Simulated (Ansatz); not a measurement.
A run of Ansatz 0.2.0 is set up as follows.

The input input.yaml:

```yaml
crystal:
  lattice:
    - [-1.58422, 1.58422, 1.58422]
    - [1.58422, -1.58422, 1.58422]
    - [1.58422, 1.58422, -1.58422]
  atoms:
    - { symbol: Pt, position: [0.0, 0.0, 0.0] }
hamiltonian:
  xc: pbe
  pseudopotentials: { kind: paw }
kpoints:
  mp_grid: { grid: [12, 12, 12] }
scf:
  occupations: { method: gaussian, width: 0.011 }
output:
  forces: true
  stress: true
  eigenvalues: true
```

Potentials or basis: Ansatz PAW.

The run is started by

```sh
$ ansatz run input.yaml --threads 2 --pin off --max-ram 5632MiB --backend cpu --events-out ev --progress --plain --runs-dir out
```

Task: What does it give for the band gap on the k mesh?

Result: None (metal or under the smearing width).

Task: What does it give for the pressure?

Result: -1.4 GPa.

The run has no spin-orbit coupling, so splittings on Pt are missing.
